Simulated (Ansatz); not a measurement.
The cell is COD entry 5000222, as deposited and not checked against the literature; nothing was relaxed.

An input for CaF₂: DFT, PBE, all-electron LAPW, scalar-relativistic (Ansatz 0.2.0).

Command: `ansatz run input.yaml --threads 1 --pin off --max-ram 4096MiB --backend cpu --events-out ev --progress --plain --runs-dir out` The run took 16 s on 1 thread of Arm Neoverse V2, with other jobs on the host, peak memory 0.29 GiB.

```yaml
crystal:
  lattice:
    - [0.0, 2.73125, 2.73125]
    - [2.73125, 0.0, 2.73125]
    - [2.73125, 2.73125, 0.0]
  atoms:
    - { symbol: Ca, position: [0.0, 0.0, 0.0] }
    - { symbol: F, position: [0.25, 0.25, 0.25] }
    - { symbol: F, position: [0.75, 0.75, 0.75] }
kpoints:
  mp_grid: { grid: [8, 8, 8] }
  band_path:
    path:
      - [0.0, 0.0, 0.0]
      - [0.5, 0.0, 0.5]
      - [0.625, 0.25, 0.625]
      - [0.375, 0.375, 0.75]
      - [0.0, 0.0, 0.0]
      - [0.5, 0.5, 0.5]
      - [0.5, 0.25, 0.75]
      - [0.5, 0.0, 0.5]
    npoints: 14
scf:
  occupations: { method: fermi_dirac, width: 0.02 }
hamiltonian:
  xc: pbe
  pseudopotentials: { kind: all_electron, lapw: { basis_error: 0.001 } }
output:
  forces: true
  stress: true
  eigenvalues: true
  fatbands: true
  populations: true
  dos: { projected: true, de: 0.2, e_range: [-14, 8] }
```

Set-up and iterations as logged by Ansatz (the results part is left out, to be predicted):

```
Ca: projections on atomic orbitals take those of the free atom 1s2 2s2 2p6 3s2 3p6 4s2, of charge +0.00 (hamiltonian.pseudopotentials.projection_atoms)
F: projections on atomic orbitals take those of the free atom 1s2 2s2 2p5, of charge +0.00 (hamiltonian.pseudopotentials.projection_atoms)
LAPW: plane waves up to 8.254 Å⁻¹, error target 1.0e-3 eV per atom; small_component_spin mean_spin; F in spheres of 1.160 Å, 7 of its electrons in bands, Dirac shells []; Ca in spheres of 1.205 Å, 18 of its electrons in bands, Dirac shells []
Engine: ansatz 0.2.0
Pseudopotentials: kind: all_electron
Pseudopotential: Ca, LAPW, valence charge 18, Koelling and Harmon's equation, gaussian nucleus
Pseudopotential: F, LAPW, valence charge 7, Koelling and Harmon's equation, gaussian nucleus
Functional definition: PBE
  parameter kappa = 0.804
  parameter beta = 0.06672455060314922
  exchange = pbe_x(kappa = kappa, mu = beta*pi^2/3)
  correlation = pbe_c(beta = beta)
Crystal: 3 atoms, lattice volume = 40.749 Å³
Basis set: ecut = 259.58644634189415 eV, 387 PW (Γ), exchange–correlation at level 2
Bands: 20, of which v1, the nominal top of the filled ones, is band 16 counted from 1 (15 counted from 0)
Symmetry: 48 space group operations
Space group: Fm-3m (ITA 225), of the structure as read, at distance tolerance 3.4e-5 Å
k-points: 29 of 512
Non-local potential: Ca, projectors of the file, none
Non-local potential: F, projectors of the file, none
Initial density: superposition of atomic densities (chi_scale 0.1, normalization cell, long waves kept (reshape's long-wave potential 0.00 eV rms))
Initial wavefunctions: plane waves of lowest kinetic energy (no species holds an atomic orbital)
Functional: x = pbe(κ = 0.804, μ = 0.2195149727645171), c = pbe(β = 0.06672455060314922)
iter 1 solved again at ethr=3.44e-3 eV; its pass at ethr=1.00e-1 eV (dr2=1.10e0 eV) is discarded
SCF iter   1: F=—  HF=-23959.497944 eV  |F-HF|=—  |Δ(HF+E_count)|=         —  Δρ=4.77e-2  dr2=1.10e0  ethr=3.44e-3  ⟨swp⟩=2.0  Hψ=3737  notcnv=0
iter 2 solved again at ethr=1.56e-4 eV; its pass at ethr=3.44e-3 eV (dr2=4.99e-2 eV) is discarded
SCF iter   2: F=—  HF=-23958.485388 eV  |F-HF|=—  |Δ(HF+E_count)|=    1.01e0  Δρ=8.76e-3  dr2=5.00e-2  ethr=1.56e-4  ⟨swp⟩=2.0  Hψ=3328  notcnv=0
SCF iter   3: F=—  HF=-23958.238712 eV  |F-HF|=—  |Δ(HF+E_count)|=   2.47e-1  Δρ=1.05e-2  dr2=5.83e-2  ethr=1.56e-4  ⟨swp⟩=3.0  Hψ=2168  notcnv=0
SCF iter   4: F=—  HF=-23958.256512 eV  |F-HF|=—  |Δ(HF+E_count)|=   1.78e-2  Δρ=9.56e-4  dr2=6.32e-4  ethr=1.56e-4  ⟨swp⟩=3.0  Hψ=1969  notcnv=0
SCF iter   5: F=—  HF=-23958.256887 eV  |F-HF|=—  |Δ(HF+E_count)|=   3.75e-4  Δρ=3.05e-4  dr2=6.10e-5  ethr=1.97e-6  ⟨swp⟩=2.9  Hψ=1941  notcnv=0
SCF iter   6: F=—  HF=-23958.256919 eV  |F-HF|=—  |Δ(HF+E_count)|=   3.26e-5  Δρ=1.35e-4  dr2=1.00e-5  ethr=1.91e-7  ⟨swp⟩=3.0  Hψ=1946  notcnv=0
SCF iter   7: F=—  HF=-23958.256957 eV  |F-HF|=—  |Δ(HF+E_count)|=   3.73e-5  Δρ=3.84e-5  dr2=8.11e-7  ethr=3.13e-8  ⟨swp⟩=2.0  Hψ=1769  notcnv=0
SCF iter   8: F=-23958.256956 eV  HF=-23958.256956 eV  |F-HF|=2.37e-8  |Δ(HF+E_count)|=   7.62e-7  Δρ=4.41e-6  dr2=1.06e-8  ethr=2.54e-9  ⟨swp⟩=2.0  Hψ=1769  notcnv=0
```

Q: What pressure will this run report?

A: 2.15 GPa (positive in compression).

Q: Is there a band gap?

A: 7.29 eV, indirect from X (0.5, 0, 0.5) to Γ.
